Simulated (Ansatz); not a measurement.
This P structure is the end of a relaxation. The cell was found from a structure generator's guess, not taken from experiment.

The calculation used DFT PBE, scalar-relativistic, plane waves, PAW in Ansatz. Cutoff 420 eV, Γ-centred mesh, Gaussian smearing, no spin polarisation.

```
P
1.0
     2.65445   -4.14392    0.00000
     2.65445    4.14392    0.00000
     0.00000    0.00000    3.35478
P
4
Cartesian
  1.5229 -1.3198 2.5161
  3.7860 1.3198 0.8387
  3.7860 -1.3198 2.5161
  1.5229 1.3198 0.8387
```

Energies count from the standard state of P at the same level. The references include black phosphorus.

(1) Find its symmetry and describe it.

(2) How far does it lie from the standard state of P?

(3) Is it a metal?

Answers

(1) Cmcm (No. 63). Conventional cell: a = 5.309 Å, b = 8.288 Å, c = 3.355 Å. P is surrounded by 3 P at 2.26–2.29 Å.

(2) +0.09 eV/atom. It lies above the standard state, so it could only be metastable.

(3) Yes, bands cross the Fermi level on the 10×10×14 mesh.

The last run used a 10×10×14 mesh (in the run's order of axes) for its 4-atom cell and Gaussian smearing of 0.10 eV. Weakly bound directions are ill-defined at this level, which has no dispersion term. The reference form of P is held partly by dispersion forces, which this level lacks. Symmetry constrained the relaxation, so the result can be a saddle point.
